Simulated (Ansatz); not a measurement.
# CaS (Oldhamite): the dielectric function from several functionals, part 1 of 2

How does CaS (Oldhamite) absorb light if electrons and holes don't interact? The runs, in order: HSE06 for the gap; optics with PBE on 8×8×8; optics with r2SCAN on 8×8×8; optics with LDA on 8×8×8; optics with PBE and scissors to the HSE06 gap on 8×8×8.

The COD entry's cell or inner coordinates are ideal or old and differ from later refinements, so a difference from it is no clean test against experiment.

Program: Ansatz 0.2.0. Level of theory: plane waves, PAW; no local fields, no excitons. These are calculated values, not measurements.

### 1 The system as given

It takes space group Fm-3m (No. 225, cubic). Conventional cell: a = 5.696 Å, b = 5.696 Å, c = 5.696 Å, α = 90.00°, β = 90.00°, γ = 90.00°. Around Ca (site symmetry m-3m) lie 6 S at 2.85 Å. S (site symmetry m-3m) has 6 Ca at 2.85 Å as nearest neighbours.

Coordinates:

```
CELL_PARAMETERS angstrom
0.00000 2.84794 2.84794
2.84794 0.00000 2.84794
2.84794 2.84794 0.00000
ATOMIC_POSITIONS crystal
Ca 0.00000 0.00000 0.00000
S 0.50000 0.50000 0.50000
```

Cell and atoms come from an earlier r2SCAN relaxation.

### 2 A hybrid for the gap

The input, input.yaml:

```yaml
crystal:
  lattice:
    - [0.0, 2.8479357439, 2.8479357439]
    - [2.8479357439, 0.0, 2.8479357439]
    - [2.8479357439, 2.8479357439, 0.0]
  atoms:
    - { symbol: Ca, position: [0.0, 0.0, 0.0] }
    - { symbol: S, position: [0.5, 0.5, 0.5] }
kpoints:
  mp_grid: { grid: [4, 4, 4] }
  band_path:
    path:
      - [0.0, 0.0, 0.0]
      - [0.5, 0.0, 0.5]
      - [0.625, 0.25, 0.625]
      - [0.375, 0.375, 0.75]
      - [0.5, 0.5, 0.5]
      - [0.5, 0.25, 0.75]
      - [0.0, 0.5, 0.5]
    npoints: 1
hamiltonian:
  xc: hse06
scf:
  occupations: { method: fixed }
  n_extra_bands: 4
output:
  forces: true
  stress: true
  eigenvalues: true
```

Command:

```bash
$ ansatz run input.yaml --threads 4 --pin off --max-ram 3686MiB --backend cpu --events-out ev --progress --plain --runs-dir out
```

Standard output (excerpt; [...] marks lines left out):

```text
Warning: output.stress: scf.convergence.dr2_threshold = 1e-7 eV (the SCF's general default) is looser than the 2e-10 eV advised for a printed stress (1e-10 eV for each atom of the cell: 2). What an SCF threshold leaves in a stress goes as its square root, and in the free energy as the [...]
Warning: output.stress: scf.exx.energy_threshold = 1e-6 eV is looser than the 2e-8 eV advised for a stress under a hybrid functional (1e-8 eV for each atom of the cell: 2). Every SCF of the exchange loop can meet its threshold on dr2 while the loop round them stops early: no threshold on [...]
Warning: RAYON_NUM_THREADS=4 ignored (pool sized by the plan → 4); use --threads N
scf.n_extra_bands = 4 over 8 filled bands (N_el = 16.0): the run solves 12 bands
[...]
Pseudopotentials: kind: paw
Pseudopotential: Ca, paw, valence charge 10, recommended cutoff 420 eV (normal), Ca.paw.azcp
Pseudopotential: S, paw, valence charge 6, recommended cutoff 420 eV (normal), S.paw.azcp
Functional definition: HSE06
[...]
davidson cushion auto → on  (no smearing: the cushion is to keep the highest requested band from converging to the state above it; pin scf.eigensolver.cushion to override)
Crystal: 2 atoms, lattice volume = 46.198 Å³
Basis set: ecut = 420 eV, 893 PW (Γ), exchange–correlation on 54×54×54 points (8 copies of the dense FFT grid, shifted against one another)
Bands: 12, of which v1, the nominal top of the filled ones, is band 8 counted from 1 (7 counted from 0)
Symmetry: 48 space group operations
Space group: Fm-3m (ITA 225), of the structure as read, at distance tolerance 3.6e-5 Å
k-points: 8 of 64
[...]
SCF iter   1: F=—  HF=-2723.248903 eV  |F-HF|=—  |Δ(HF+E_count)|=         —  Δρ=4.92e-4  dr2=1.05e-4  ethr=1.77e-3  ⟨swp⟩=2.1  Hψ=778  notcnv=0
[...]
SCF 1 stopped early in 2 iterations: F = -2723.248945 eV  dr2 = 5.71e-6
[...]
Frozen-core exchange: fock
[...]
SCF 2 stopped early in 7 iterations: F = -2724.793988 eV  dr2 = 1.29e-7
hybrid outer 1: dexx = +5.883e-3 eV, tail = 8.43e-6 eV
[...]
Frozen-core exchange: fock
[...]
SCF iter   3: F=-2724.793977 eV  HF=-2724.793977 eV  |F-HF|=1.78e-9  |Δ(HF+E_count)|=   7.22e-8  Δρ=1.41e-6  dr2=1.98e-9  ethr=1.03e-10  ⟨swp⟩=5.0  Hψ=319  notcnv=0  defer=2
[...]
hybrid outer 2: dexx = +1.273e-7 eV, tail = 6.39e-9 eV, Δε = 9.70e-4 eV (about 3.06e-5 eV left of the loop's levels)
the search or the solves at the SCF's close seem to have found levels that the self-consistency loop had missed (the run counts 1). By its estimate they hold under 1e-12 electrons; where the run keeps them, the occupations were computed again with them
NSCF: frozen V_eff on 7 k-points
hybrid SCF converged: 2 outer / 10 inner (+2 warm-up), last move |dexx| = 1.27e-7 eV, tail = 6.39e-9 eV
Stability not checked: this state was not tested for a lower state beside it, because the functional holds exact exchange (a hybrid, or Hartree-Fock), whose exchange loop this test does not read (fock_operator; see scf.lower_state_search)
Free energy (F): -2724.793977 eV
Frozen-core exchange: fock
[...]
E sigma→0 (E₀):  -2724.793977 eV
Fermi energy:    5.339064 eV
[...]
--- Forces (eV/Å), atoms counted from 1 ---
  atom   1  Ca    -0.00000000     0.00000000    -0.00000000
  atom   2  S      0.00000000    -0.00000000    -0.00000000
[...]
--- Stress (GPa, compression-positive) ---
        0.162311       0.000000      -0.000000
       -0.000000       0.162311      -0.000000
       -0.000000       0.000000       0.162311
  P = ⅓ Tr σ = 0.1623 GPa (1.623 kbar)
--- Band table (eV; the first three rows and the last of 8) ---
  k-point 0: bands = ["-36.8659", "-16.3684", "-16.3684", "-16.3684", "-7.1538", "5.3391", "5.3391", "5.3391", "10.5216", "10.8149", "10.8149", "10.8149"]
[...]
```

It took 4 s on 4 threads of Intel Xeon 6975P-C (Granite Rapids), shared host; peak memory 0.61 GiB.

HSE06 puts the least direct gap over the mesh and the named points at 4.317 eV, and the least gap at 3.411 eV.

### 3 Optics, PBE

The input, input.yaml:

```yaml
crystal:
  lattice:
    - [0.0, 2.8479357439, 2.8479357439]
    - [2.8479357439, 0.0, 2.8479357439]
    - [2.8479357439, 2.8479357439, 0.0]
  atoms:
    - { symbol: Ca, position: [0.0, 0.0, 0.0] }
    - { symbol: S, position: [0.5, 0.5, 0.5] }
kpoints:
  mp_grid: { grid: [8, 8, 8] }
hamiltonian:
  xc: pbe
scf:
  occupations: { method: fixed }
output:
  optics: { e_range: [0, 15], de: 0.05, sigma: 0.1 }
```

Command:

```bash
$ ansatz run input.yaml --threads 4 --pin off --max-ram 3686MiB --backend cpu --events-out ev --progress --plain --runs-dir out
```

Standard output:

```text
Warning: RAYON_NUM_THREADS=4 ignored (pool sized by the plan → 4); use --threads N
Engine: ansatz 0.2.0, x86_64-unknown-linux-gnu
[... 3 set-up lines as earlier in the session ...]
Functional definition: PBE
  parameter kappa = 0.804
  parameter beta = 0.06672455060314922
  exchange = pbe_x(kappa = kappa, mu = beta*pi^2/3)
  correlation = pbe_c(beta = beta)
Crystal: 2 atoms, lattice volume = 46.198 Å³
Basis set: ecut = 420 eV, 893 PW (Γ)
Bands: 12, of which v1, the nominal top of the filled ones, is band 8 counted from 1 (7 counted from 0)
[... 2 set-up lines as earlier in the session ...]
k-points: 29 of 512
Non-local potential: Ca, projectors of the file, l = 0: 3, l = 1: 2, l = 2: 2
Non-local potential: S, projectors of the file, l = 0: 2, l = 1: 2, l = 2: 2
PAW form: soft (Blöchl's): semilocal exchange-correlation on the pseudo side does not see the compensation charge
PAW one-centre angular grid: Ca, 110 points (default); XC on 64 Gauss nodes
PAW one-centre angular grid: S, 110 points (default); XC on 64 Gauss nodes
Initial density: superposition of atomic densities (neutral atoms: chi_scale 0, normalization atom), corrected by the library's trained network
Initial wavefunctions: pseudopotential atomic-orbital guess
Functional: x = pbe(κ = 0.804, μ = 0.2195149727645171), c = pbe(β = 0.06672455060314922)
SCF iter   1: F=—  HF=-2723.261595 eV  |F-HF|=—  |Δ(HF+E_count)|=         —  Δρ=3.78e-4  dr2=4.02e-5  ethr=1.77e-3  ⟨swp⟩=4.7  Hψ=1969  notcnv=0  defer=13
preconditioner: auto → none  [insulator: Δε(μ)=2.358 eV  Ē_g=16.316 eV  n_scr=14 (ndim 8)  ℏωp=20.4 eV  f_vac=0.000  ε∞_Penn≈2.6]
SCF iter   2: F=—  HF=-2723.261488 eV  |F-HF|=—  |Δ(HF+E_count)|=   1.07e-4  Δρ=2.90e-4  dr2=6.32e-5  ethr=2.51e-7  ⟨swp⟩=3.0  Hψ=943  notcnv=0  defer=53
SCF iter   3: F=—  HF=-2723.261489 eV  |F-HF|=—  |Δ(HF+E_count)|=   1.17e-6  Δρ=9.17e-5  dr2=1.64e-6  ethr=2.51e-7  ⟨swp⟩=2.8  Hψ=634  notcnv=0  defer=46
SCF iter   4: F=—  HF=-2723.261499 eV  |F-HF|=—  |Δ(HF+E_count)|=   9.83e-6  Δρ=4.55e-5  dr2=5.39e-7  ethr=1.03e-8  ⟨swp⟩=2.2  Hψ=495  notcnv=0  defer=1
SCF iter   5: F=—  HF=-2723.261501 eV  |F-HF|=—  |Δ(HF+E_count)|=   2.76e-6  Δρ=1.27e-5  dr2=1.02e-7  ethr=3.37e-9  ⟨swp⟩=3.0  Hψ=551  notcnv=0  defer=1
SCF iter   6: F=—  HF=-2723.261501 eV  |F-HF|=—  |Δ(HF+E_count)|=   1.89e-8  Δρ=4.82e-6  dr2=1.69e-8  ethr=6.38e-10  ⟨swp⟩=2.0  Hψ=424  notcnv=0  defer=1
SCF iter   7: F=—  HF=-2723.261501 eV  |F-HF|=—  |Δ(HF+E_count)|=   3.86e-9  Δρ=9.50e-7  dr2=6.97e-10  ethr=1.06e-10  ⟨swp⟩=2.1  Hψ=461  notcnv=0  defer=1
SCF iter   8: F=—  HF=-2723.261501 eV  |F-HF|=—  |Δ(HF+E_count)|=  1.70e-10  Δρ=2.87e-7  dr2=6.50e-11  ethr=4.36e-12  ⟨swp⟩=2.4  Hψ=481  notcnv=0  defer=1
SCF iter   9: F=-2723.261501 eV  HF=-2723.261501 eV  |F-HF|=5.46e-12  |Δ(HF+E_count)|=  1.73e-11  Δρ=9.47e-8  dr2=7.22e-12  ethr=1.00e-12  ⟨swp⟩=5.2  Hψ=1609  notcnv=0
SCF 1 converged in 9 iterations: F = -2723.261501 eV  dr2 = 7.22e-12
Optics k sum: 0 of 29 k-points
[...]
SCF converged after 9 iterations
Free energy (F): -2723.261501 eV
Harris-Foulkes:  -2723.261501 eV  (|F-HF|=5.46e-12)
Internal energy: -2723.261501 eV  (E = F + TS)
E sigma→0 (E₀):  -2723.261501 eV
Fermi energy:    5.964083 eV
--- Per-component energies (eV) ---
  E_band       = -134.714580
  E_kinetic    = 386.544636
  E_local      = -823.954412  (includes V_loc(G=0)·N_el)
  E_nonlocal   = 91.671747
  E_hartree    = 270.664543
  E_xc         = -236.041253
  E_vxc        = -260.847591  (∫ρ·V_xc dr)
  E_paw        = -1458.668004  (= ΣΔE_a)
  E_vpaw       = -69.458074  (= ΣTr[D̂ρ^β])
  E_aug_tail   = -0.000004  (compensation charges beyond the density's cutoff)
  E_ewald      = -953.478753
  E_smearing   = -0.000000  (= −TS)
  E_closure    = 0.000000  (closes the sum)
  Σ components = -2723.261501   (vs F -2723.261501, Δ=0.00e0)
--- Band table (eV; the first three rows and the last of 29) ---
  k-point 0: bands = ["-33.2488", "-14.2274", "-14.2274", "-14.2274", "-5.3541", "5.9641", "5.9641", "5.9641", "10.1155", "10.1282", "10.1282", "10.1282"]
  k-point 1: bands = ["-33.2471", "-14.2524", "-14.2293", "-14.2293", "-5.2471", "5.3060", "5.7405", "5.7405", "10.1222", "10.3556", "10.3556", "10.8858"]
  k-point 2: bands = ["-33.2431", "-14.3116", "-14.2339", "-14.2339", "-4.9756", "4.1453", "5.2997", "5.2997", "10.2481", "10.9327", "10.9327", "12.1330"]
  k-point 28: bands = ["-33.2339", "-14.3123", "-14.3123", "-14.2856", "-4.6171", "4.1860", "4.1860", "4.4201", "10.7877", "10.7877", "11.9542", "12.3824"]
```

Run time: 1.3 s. Hardware: 4 threads of Intel Xeon 6975P-C (Granite Rapids), shared host; peak memory 0.52 GiB.

optics.tsv begins:

```
# eps_inf(xx yy zz) = 5.437980 5.437980 5.437980
# eps_inf_bands = all
# eps_inf_summed_bands(xx yy zz) = 4.355571 4.355571 4.355571
# eps_inf_completed(xx yy zz) = 5.437980 5.437980 5.437980
# eps2_relative_error = 0.0038
# eps_inf_relative_error = 0.0145
# f_sum_n_eff(xx yy zz) = 6.413960 6.413960 6.413960 of n_electrons = 16.000000
# n_bands = 12
# valid_up_to_ev = 3.864079
# least_direct_gap_ev = 3.168779e0 at k(fractional) = 0.000000 -0.500000 -0.500000, k_point = 20, channel = 0, bands = 7 8 (counted from 0)
```

The dielectric function from optics.tsv (isotropic), cut at 3.9 eV, above which the bands summed leave lines out:

```csv
E (eV),ε₂ xx,ε₁ xx
2.65,0.00,5.77
2.70,0.00,5.86
2.75,0.00,5.97
2.80,0.00,6.09
2.85,0.00,6.23
2.90,0.00,6.38
2.95,0.00,6.56
3.00,0.01,6.79
3.05,0.04,7.08
3.10,0.16,7.46
3.15,0.45,7.85
3.20,0.90,8.13
3.25,1.40,8.23
3.30,1.85,8.19
3.35,2.19,8.07
3.40,2.47,7.95
3.45,2.70,7.83
3.50,2.91,7.72
3.55,3.09,7.61
3.60,3.26,7.50
3.65,3.40,7.40
3.70,3.54,7.31
3.75,3.66,7.24
3.80,3.79,7.17
3.85,3.92,7.11
```

The columns hold the bands summed alone, whose ε₁ at zero energy is 4.36, below the completed ε∞ of 5.44.

### 4 Optics, r2SCAN

input.yaml, as its differences from that of step 3:

```diff
@@ -11,3 +11,3 @@
 hamiltonian:
-  xc: pbe
+  xc: r2scan
 scf:
@@ -16 +16,5 @@
   optics: { e_range: [0, 15], de: 0.05, sigma: 0.1 }
+  write_density: true
+  write_potential: true
+  elf: true
+  volumetric_format: npy
```

Command:

```bash
$ ansatz run input.yaml --threads 4 --pin off --max-ram 3686MiB --backend cpu --events-out ev --progress --plain --runs-dir out
```

Standard output:

```text
Warning: RAYON_NUM_THREADS=4 ignored (pool sized by the plan → 4); use --threads N
[... 2 set-up lines as earlier in the session ...]
Pseudopotential: Ca, paw, valence charge 10, recommended cutoff 500 eV (meta_gga), Ca.paw.azcp
Pseudopotential: S, paw, valence charge 6, recommended cutoff 500 eV (meta_gga), S.paw.azcp
Functional definition: r2SCAN
  parameter k0 = 0.174
  parameter k1 = 0.065
  parameter a1 = 4.9479
  exchange = r2scan_x(k0 = k0, k1 = k1, a1 = a1)
  correlation = r2scan_c
Crystal: 2 atoms, lattice volume = 46.198 Å³
Basis set: ecut = 500 eV, 1211 PW (Γ), exchange–correlation on 120×120×120 points (64 copies of the dense FFT grid, shifted against one another)
Bands: 12, of which v1, the nominal top of the filled ones, is band 8 counted from 1 (7 counted from 0)
[... 2 set-up lines as earlier in the session ...]
k-points: 29 of 512
[... 3 set-up lines as earlier in the session ...]
PAW frozen core: Ca, regenerated for the run's functional (the file was generated under x = pbe(κ = 0.804, μ = 0.2195149727645171), c = pbe(β = 0.06672455060314922))
PAW frozen core: S, regenerated for the run's functional (the file was generated under x = pbe(κ = 0.804, μ = 0.2195149727645171), c = pbe(β = 0.06672455060314922))
PAW one-centre angular grid: Ca, 302 points (default); XC on 160 Gauss nodes
PAW one-centre angular grid: S, 302 points (default); XC on 160 Gauss nodes
[... 2 set-up lines as earlier in the session ...]
Functional: x = r2scan, c = r2scan; τ floored in thin density (d = 2e-4 eV/Å³)
SCF iter   1: F=—  HF=-2732.366109 eV  |F-HF|=—  |Δ(HF+E_count)|=         —  Δρ=5.29e-3  dr2=1.11e-2  dr2_τ=8.11e-3  ethr=1.77e-3  ⟨swp⟩=4.3  Hψ=1960  notcnv=0  defer=36
preconditioner: auto → none  [insulator: Δε(μ)=2.851 eV  Ē_g=10.090 eV  n_scr=14 (ndim 8)  ℏωp=15.5 eV  f_vac=0.000  ε∞_Penn≈3.3]
SCF iter   2: F=—  HF=-2732.411219 eV  |F-HF|=—  |Δ(HF+E_count)|=   4.51e-2  Δρ=2.17e-3  dr2=1.09e-3  dr2_τ=1.29e-4  ethr=6.93e-5  ⟨swp⟩=3.0  Hψ=912  notcnv=0  defer=47
SCF iter   3: F=—  HF=-2732.411397 eV  |F-HF|=—  |Δ(HF+E_count)|=   1.78e-4  Δρ=7.36e-4  dr2=1.40e-4  dr2_τ=1.87e-5  ethr=6.80e-6  ⟨swp⟩=3.0  Hψ=604  notcnv=0  defer=53
SCF iter   4: F=—  HF=-2732.411438 eV  |F-HF|=—  |Δ(HF+E_count)|=   4.12e-5  Δρ=1.18e-4  dr2=5.46e-6  dr2_τ=1.46e-6  ethr=8.76e-7  ⟨swp⟩=2.6  Hψ=548  notcnv=0  defer=51
SCF iter   5: F=—  HF=-2732.411438 eV  |F-HF|=—  |Δ(HF+E_count)|=   4.99e-7  Δρ=2.01e-5  dr2=5.93e-8  dr2_τ=1.78e-8  ethr=3.41e-8  ⟨swp⟩=2.0  Hψ=460  notcnv=0  defer=6
SCF iter   6: F=—  HF=-2732.411438 eV  |F-HF|=—  |Δ(HF+E_count)|=   4.73e-8  Δρ=2.55e-6  dr2=2.30e-9  dr2_τ=1.67e-10  ethr=3.71e-10  ⟨swp⟩=2.1  Hψ=576  notcnv=0  defer=3
SCF iter   7: F=—  HF=-2732.411438 eV  |F-HF|=—  |Δ(HF+E_count)|=  3.12e-10  Δρ=3.27e-7  dr2=8.58e-11  dr2_τ=2.20e-12  ethr=1.43e-11  ⟨swp⟩=1.7  Hψ=419  notcnv=0  defer=3
SCF iter   8: F=-2732.411438 eV  HF=-2732.411438 eV  |F-HF|=4.55e-13  |Δ(HF+E_count)|=  1.09e-11  Δρ=4.29e-8  dr2=8.91e-13  dr2_τ=1.06e-13  ethr=1.00e-12  ⟨swp⟩=5.0  Hψ=1629  notcnv=0
SCF 1 converged in 8 iterations: F = -2732.411438 eV  dr2 = 8.91e-13
Optics k sum: 0 of 29 k-points
[...]
SCF converged after 8 iterations
Free energy (F): -2732.411438 eV
Harris-Foulkes:  -2732.411438 eV  (|F-HF|=4.55e-13)
Internal energy: -2732.411438 eV  (E = F + TS)
E sigma→0 (E₀):  -2732.411438 eV
Fermi energy:    5.723221 eV
--- Per-component energies (eV) ---
  E_band       = -146.420323
  E_kinetic    = 386.130877
  E_local      = -821.783238  (includes V_loc(G=0)·N_el)
  E_nonlocal   = 91.024288
  E_hartree    = 269.467449
  E_xc         = -230.161872
  E_vxc        = -290.479440  (∫ρ·V_xc dr)
  E_paw        = -1473.279753  (= ΣΔE_a)
  E_vpaw       = -66.303950  (= ΣTr[D̂ρ^β])
  E_aug_tail   = -0.000003  (compensation charges beyond the density's cutoff)
  E_vtau       = 16.056257  (kinetic-family band-sum trace: ∫τ·v_τ [+ j·A + Jᵃ·Aᵃ] dr)
  E_ewald      = -953.478753
  E_core_change = -0.330432  (= ΣΔE_core)
  E_smearing   = -0.000000  (= −TS)
  E_closure    = 0.000000  (closes the sum)
  Σ components = -2732.411438   (vs F -2732.411438, Δ=0.00e0)
--- Band table (eV; the first three rows and the last of 29) ---
  k-point 0: bands = ["-35.0115", "-15.1081", "-15.1081", "-15.1081", "-6.0672", "5.7232", "5.7232", "5.7232", "10.3842", "10.3842", "10.3842", "10.6478"]
  k-point 1: bands = ["-35.0099", "-15.1337", "-15.1099", "-15.1099", "-5.9571", "5.0851", "5.5033", "5.5033", "10.4117", "10.6215", "10.6215", "11.3750"]
  k-point 2: bands = ["-35.0059", "-15.1941", "-15.1142", "-15.1142", "-5.6778", "3.9174", "5.0625", "5.0625", "10.5472", "11.2263", "11.2263", "12.4820"]
  k-point 28: bands = ["-34.9968", "-15.1923", "-15.1923", "-15.1671", "-5.3097", "3.9215", "3.9215", "4.1708", "11.0703", "11.0703", "12.3544", "12.7905"]
```

Wall time 3.3 s (4 threads of Intel Xeon 6975P-C (Granite Rapids), shared host); peak memory 0.62 GiB.

From the head of optics.tsv:

```
# eps_inf(xx yy zz) = 4.840390 4.840390 4.840390
# eps_inf_bands = all
# eps_inf_summed_bands(xx yy zz) = 3.809931 3.809931 3.809931
# eps_inf_completed(xx yy zz) = 4.840390 4.840390 4.840390
# eps2_relative_error = 0.0040
# eps_inf_relative_error = 0.0142
# f_sum_n_eff(xx yy zz) = 6.590745 6.590745 6.590745 of n_electrons = 16.000000
# n_bands = 12
# valid_up_to_ev = 4.624597
# least_direct_gap_ev = 3.628999e0 at k(fractional) = 0.000000 -0.500000 -0.500000, k_point = 20, channel = 0, bands = 7 8 (counted from 0)
```

The dielectric function from optics.tsv (isotropic), one row in 2, cut at 4.6 eV, above which the bands summed leave lines out:

```csv
E (eV),ε₂ xx,ε₁ xx
3.35,0.00,5.68
3.45,0.00,6.03
3.55,0.11,6.58
3.65,0.69,7.20
3.75,1.53,7.31
3.85,2.10,7.12
3.95,2.50,6.92
4.05,2.83,6.72
4.15,3.08,6.54
4.25,3.31,6.39
4.35,3.53,6.26
4.45,3.76,6.15
4.55,4.06,6.04
```

The columns hold the bands summed alone, whose ε₁ at zero energy is 3.81, below the completed ε∞ of 4.84.

(Continued in part 2 of 2.)
